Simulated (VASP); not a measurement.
```
NaBr
1.0
    0.00000     2.96009     2.96009
    2.96009     0.00000     2.96009
    2.96009     2.96009     0.00000
Na Br
1 1
Cartesian
  0.00000   0.00000   0.00000
  2.96009   2.96009   2.96009
```

Level of theory: PBEsol GGA, VASP's PBE PAW potentials (set 64) (plane waves; VASP). Settings: 400 eV cut-off, 10×10×10 Γ-centred mesh, Gaussian smearing of 0.010 eV, potentials Na_pv Br.

Task: Estimate the energy per atom (σ→0), band gap (on the k-mesh) with the smallest direct gap where there is one.

Result: 
```yaml
band gap (on the k-mesh): 4.07 eV
smallest direct gap (on the k-mesh): 4.07 eV
energy per atom (σ→0): -307.5 kJ/mol of atoms
```

Total energies compare only between runs with the same potentials, cut-off and functional.

The compound is NaBr in the rock salt structure. It was relaxed first.
